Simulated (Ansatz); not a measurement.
**Density of states of Co**

Space group Fd-3m:1 (No. 227). a = 5.079 Å, b = 5.079 Å, c = 5.079 Å, α = 90.00°, β = 90.00°, γ = 90.00°
```
atom  site  symmetry       x       y       z
  Co    8b      -43m  0.0000  0.0000  0.5000
```

The runs use the primitive cell with vectors (0.000, 2.539, 2.539), (2.539, 0.000, 2.539), (2.539, 2.539, 0.000) Å, to which the k mesh refers.

It takes space group Fd-3m (No. 227, cubic). The conventional cell has a = 5.079 Å, b = 5.079 Å, c = 5.079 Å, α = 90.00°, β = 90.00°, γ = 90.00°. Around Co (site symmetry -43m) lie 4 Co at 2.20 Å.

The structure comes from a relaxation in the same program, started in the diamond type, and has space group Fd-3m. Whether it is a known phase or the ground state wasn't checked.

The magnetic state is the one reached from the start moments; no search over orders was made, so it needn't be the ground state.

Method: Ansatz 0.2.0, DFT, PBE, all-electron LAPW, scalar-relativistic.

Numerical set-up: a Γ-centred 12×12×12 k mesh, Fermi–Dirac smearing of 0.05 eV, basis error target 0.5 meV/atom, spin-polarised from start moments Co1 2, Co2 2 μB, ending with a cell moment of 3.46 μB.

States per eV and cell, averaged over 0.4 eV, from -6.6 to 2.4 eV, with energies (bin centres) from the Fermi level; empty bins are left out. The partial columns, the largest 2 alone, are projections on Löwdin-orthogonalised atomic shells (those that the program's projection atoms carry: the occupied ones and, for some elements, an empty d or f shell; other empty shells have no column), summed over atoms of an element and both spins. Weights on diffuse s and p shells depend on that basis and aren't pure angular character.

```json
{"E (eV)": "-6.5", "spin-up": "0.01", "spin-down": "0.00", "Co 3d": "0.00", "Co 4s": "0.01"}
{"E (eV)": "-6.1", "spin-up": "0.06", "spin-down": "0.05", "Co 3d": "0.00", "Co 4s": "0.11"}
{"E (eV)": "-5.7", "spin-up": "0.10", "spin-down": "0.09", "Co 3d": "0.00", "Co 4s": "0.18"}
{"E (eV)": "-5.3", "spin-up": "0.13", "spin-down": "0.12", "Co 3d": "0.01", "Co 4s": "0.24"}
{"E (eV)": "-4.9", "spin-up": "0.17", "spin-down": "0.14", "Co 3d": "0.02", "Co 4s": "0.29"}
{"E (eV)": "-4.5", "spin-up": "0.23", "spin-down": "0.17", "Co 3d": "0.04", "Co 4s": "0.35"}
{"E (eV)": "-4.1", "spin-up": "0.46", "spin-down": "0.21", "Co 3d": "0.21", "Co 4s": "0.45"}
{"E (eV)": "-3.7", "spin-up": "3.65", "spin-down": "0.26", "Co 3d": "3.39", "Co 4s": "0.47"}
{"E (eV)": "-3.3", "spin-up": "3.68", "spin-down": "0.37", "Co 3d": "3.54", "Co 4s": "0.48"}
{"E (eV)": "-2.9", "spin-up": "4.18", "spin-down": "0.48", "Co 3d": "4.06", "Co 4s": "0.56"}
{"E (eV)": "-2.5", "spin-up": "2.64", "spin-down": "1.77", "Co 3d": "3.96", "Co 4s": "0.34"}
{"E (eV)": "-2.1", "spin-up": "2.06", "spin-down": "1.84", "Co 3d": "3.55", "Co 4s": "0.24"}
{"E (eV)": "-1.7", "spin-up": "2.09", "spin-down": "4.61", "Co 3d": "6.24", "Co 4s": "0.35"}
{"E (eV)": "-1.3", "spin-up": "1.33", "spin-down": "3.32", "Co 3d": "4.30", "Co 4s": "0.25"}
{"E (eV)": "-0.9", "spin-up": "2.00", "spin-down": "2.73", "Co 3d": "4.18", "Co 4s": "0.33"}
{"E (eV)": "-0.5", "spin-up": "3.69", "spin-down": "1.27", "Co 3d": "4.63", "Co 4s": "0.17"}
{"E (eV)": "-0.1", "spin-up": "0.41", "spin-down": "1.23", "Co 3d": "1.45", "Co 4s": "0.13"}
{"E (eV)": "0.3", "spin-up": "0.26", "spin-down": "1.76", "Co 3d": "1.79", "Co 4s": "0.14"}
{"E (eV)": "0.7", "spin-up": "0.27", "spin-down": "1.31", "Co 3d": "1.27", "Co 4s": "0.23"}
{"E (eV)": "1.1", "spin-up": "0.37", "spin-down": "2.39", "Co 3d": "2.37", "Co 4s": "0.28"}
{"E (eV)": "1.5", "spin-up": "0.35", "spin-down": "2.88", "Co 3d": "2.85", "Co 4s": "0.28"}
{"E (eV)": "1.9", "spin-up": "0.35", "spin-down": "0.38", "Co 3d": "0.33", "Co 4s": "0.30"}
{"E (eV)": "2.3", "spin-up": "0.26", "spin-down": "0.59", "Co 3d": "0.37", "Co 4s": "0.37"}
```

(1) Which of the resolved shells contributes most within 0.3 eV of the Fermi level?

(2) Where is the centre of the filled Co 3d states between -14 eV and the top of the filled states?

## Answers

(1) Co 3d, with 89 % of all states there; Co 4s follows with 7 %.

(2) -1.99 eV from the Fermi level.
